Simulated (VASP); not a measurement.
# Ge: molecular dynamics at constant energy

Ge, I4_1/amd (no. 141), 8 atoms in the cell. PBE, molecular dynamics; PAW potentials Ge (PBE set).

Ensemble: NVE; Starting temperature (K): 1000.

## Input

INCAR:
```
GGA = PE
PREC = Normal
ENCUT = 200
EDIFF = 1E-6
NELMIN = 4
NELM = 60
ALGO = Fast
LREAL = Auto
LASPH = T
ISMEAR = -1
SIGMA = 0.05
ISYM = 0
LWAVE = F
LCHARG = F
IBRION = 0
NSW = 60
POTIM = 3.0
TEBEG = 1000
ISIF = 2
RANDOM_SEED = 249997 0 0
MDALGO = 1
ANDERSEN_PROB = 0.0
KPAR = 2
```

KPOINTS:
```
k-points
0
Gamma
  3 3 2
```

POSCAR:
```
Ge
1.0
    5.1489794380      0.0000000000      0.0000000000
    0.0000000000      5.1489794380      0.0000000000
    0.0000000000      0.0000000000      5.5896505728
Ge
8
Direct
    0.0000000000      0.0000000000      0.2500000000
    0.0000000000      0.0000000000      0.7500000000
    0.0000000000      0.5000000000      0.3750000000
    0.0000000000      0.5000000000      0.8750000000
    0.5000000000      0.5000000000      0.0000000000
    0.5000000000      0.5000000000      0.5000000000
    0.5000000000      0.0000000000      0.1250000000
    0.5000000000      0.0000000000      0.6250000000
```

Commands:
```
cat potpaw_PBE.64/Ge/POTCAR > POTCAR
mpirun -np 2 vasp_std > vasp.out
```

## Result

- Rise of the mean potential energy above the start (meV/atom): 53.4
- Mean temperature (K): 529
- Standard error of the mean temperature (K): 96
- Relative fluctuation of the kinetic energy: 0.413
- Canonical value of that fluctuation: 0.309
- Electronic steps per ionic step after the first: 4.1

Course of the run:

| Time (fs) | Temperature (K) | Potential energy less the first (meV/atom) |
|---|---|---|
| 3 | 1000 | 0.0 |
| 18 | 867 | 15.1 |
| 30 | 630 | 41.9 |
| 45 | 426 | 65.1 |
| 57 | 486 | 58.2 |
| 72 | 698 | 34.1 |
| 84 | 754 | 27.8 |
| 99 | 574 | 48.2 |
| 111 | 342 | 74.6 |
| 126 | 184 | 92.5 |
| 138 | 232 | 87.0 |
| 153 | 385 | 69.6 |
| 165 | 474 | 59.5 |
| 180 | 487 | 58.0 |

The mean temperature lies below the starting 1000 K, since the atoms start on their sites and part of their kinetic energy turns into potential energy.

REPORT:
```
MDALGO =   1
         ANDERSEN_PROB =  0.00000000
               SCALING =       0
                 CNEXP =     9.000   14.000
           RANDOM_SEED =            249997                0                0

   original number of atomic DOF:         21
   number of independent constraints:      0
   number of active DOF:                  21

========================================
         MD step No.       1
========================================

  Atomic velocities initialized by STEP_tb

  >Energies
                    E_tot             E_pot             E_kin               EPS                ES
   e_b>   -0.33149232E+02   -0.34054058E+02    0.90482568E+00    0.00000000E+00    0.00000000E+00

  >Temperature
               T_sim     T_inst
   tmprt>   1000.000   1000.000

  >Thermostat, num. of collisions:                0

           RANDOM_SEED =            249997               96                0

[... steps left out ...]

========================================
         MD step No.      60
========================================

  >Energies
                    E_tot             E_pot             E_kin               EPS                ES
   e_b>   -0.33148589E+02   -0.33589691E+02    0.44110215E+00    0.00000000E+00    0.00000000E+00

  >Temperature
               T_sim     T_inst
   tmprt>   1000.000    487.500

  >Thermostat, num. of collisions:                0

           RANDOM_SEED =            249997             2928                0
```

OSZICAR:
```
N       E                     dE             d eps       ncg     rms          rms(c)
DAV:   1     0.486660959140E+02    0.48666E+02   -0.66347E+03   420   0.577E+02
DAV:   2    -0.296355573221E+02   -0.78302E+02   -0.73723E+02   522   0.121E+02
DAV:   3    -0.340476845561E+02   -0.44121E+01   -0.43077E+01   544   0.283E+01
DAV:   4    -0.341127059968E+02   -0.65021E-01   -0.64260E-01   498   0.301E+00
DAV:   5    -0.341139591224E+02   -0.12531E-02   -0.12516E-02   529   0.320E-01    0.418E+00
RMM:   6    -0.340769588564E+02    0.37000E-01   -0.12896E-02   420   0.629E-01    0.251E+00
RMM:   7    -0.340537190944E+02    0.23240E-01   -0.35099E-02   420   0.105E+00    0.163E-01
RMM:   8    -0.340540122006E+02   -0.29311E-03   -0.23396E-03   430   0.287E-01    0.264E-02
RMM:   9    -0.340540498170E+02   -0.37616E-04   -0.30939E-04   440   0.739E-02    0.124E-02
RMM:  10    -0.340540530504E+02   -0.32335E-05   -0.46052E-05   425   0.274E-02    0.556E-03
RMM:  11    -0.340540578633E+02   -0.48128E-05   -0.10406E-05   337   0.103E-02    0.132E-03
RMM:  12    -0.340540577741E+02    0.89197E-07   -0.18308E-06   233   0.430E-03
[... left out ...]
     58 T=   494. E= -.33148648E+02 F= -.33595882E+02 E0= -.33585663E+02  EK= 0.44723E+00 SP= 0.00E+00 SK= 0.00E+00
     59 T=   493. E= -.33148618E+02 F= -.33594262E+02 E0= -.33584289E+02  EK= 0.44564E+00 SP= 0.00E+00 SK= 0.00E+00
[... last step whole ...]
       N       E                     dE             d eps       ncg     rms          rms(c)
DAV:   1    -0.335896851836E+02    0.45771E-02   -0.56578E-03   408   0.110E+00    0.178E-03
RMM:   2    -0.335896907309E+02   -0.55473E-05   -0.21319E-05   419   0.200E-02    0.128E-03
RMM:   3    -0.335896909513E+02   -0.22036E-06   -0.31663E-06   290   0.649E-03    0.108E-03
RMM:   4    -0.335896908803E+02    0.70938E-07   -0.38000E-07   204   0.228E-03
     60 T=   487. E= -.33148589E+02 F= -.33589691E+02 E0= -.33579927E+02  EK= 0.44110E+00 SP= 0.00E+00 SK= 0.00E+00
```

Limits: 180 fs of 8 atoms are too short for converged averages; the cell is only 5.1 Å across, so each atom moves in step with near copies of itself.

VASP 6.6.1 took 166 s on 2 cores (AMD EPYC 7R13 (Zen 3)), a shared host.
